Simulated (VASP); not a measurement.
# Ir: relaxation of the atoms with PBE+TS

Sheet: Ir, a sheet with vacuum.

```
Ir
1.0
     2.45184    0.00000    0.00000
     0.00000    2.45184    0.00000
     0.00000    0.00000   23.80000
Ir
1
Direct
  0.00000 0.00000 0.29412
```

The cell was built by a generator and needn't be a form met in nature.

| Item | Value |
| --- | --- |
| Program | VASP 6.6.1 |
| Task | relaxation of the atoms |
| Functional | PBE |
| Dispersion | TS |
| Potentials or basis | VASP PAW PBE potentials, release 64 (Ir) |
| Cutoff | 520 eV |
| k mesh | 11 × 11 × 1 |
| Occupations | fermi-dirac, width 0.05 eV |
| Spin | no spin polarisation |
| Dipole correction | yes |
| Atoms held fixed (from 0) | [0] |
| Further INCAR settings | ALGO = Normal; EDIFF = 1e-06; IBRION = 2; EDIFFG = -0.02; NSW = 40 |

```json
{
 "Band gap on the k mesh": "none (metal or under the smearing width)",
 "Dispersion energy per atom": "-0.099 eV"
}
```

Final structure:
```
CELL_PARAMETERS angstrom
2.45184 0.00000 0.00000
0.00000 2.45184 0.00000
0.00000 0.00000 23.80000
ATOMIC_POSITIONS crystal
Ir 0.00000 0.00000 0.29412
```

Levels at points of the mesh, in eV from the Fermi level:
```tsv
k point	band 2	band 3	band 4	band 5	band 6	band 7
(0.00, 0.00, 0.00)	-6.38	-2.53	0.72	0.72	1.22	2.13
```

Run time: 26 s on 1 thread of Intel(R) Xeon(R) Platinum 8488C (Sapphire Rapids), on a shared host, peak memory 0.24 GiB.

Caveat: the relaxation stopped at its first step, so nothing moved; atom-pairwise D2, TS and ULG terms overbind metals. The run has no spin-orbit coupling, so splittings on Ir are missing.
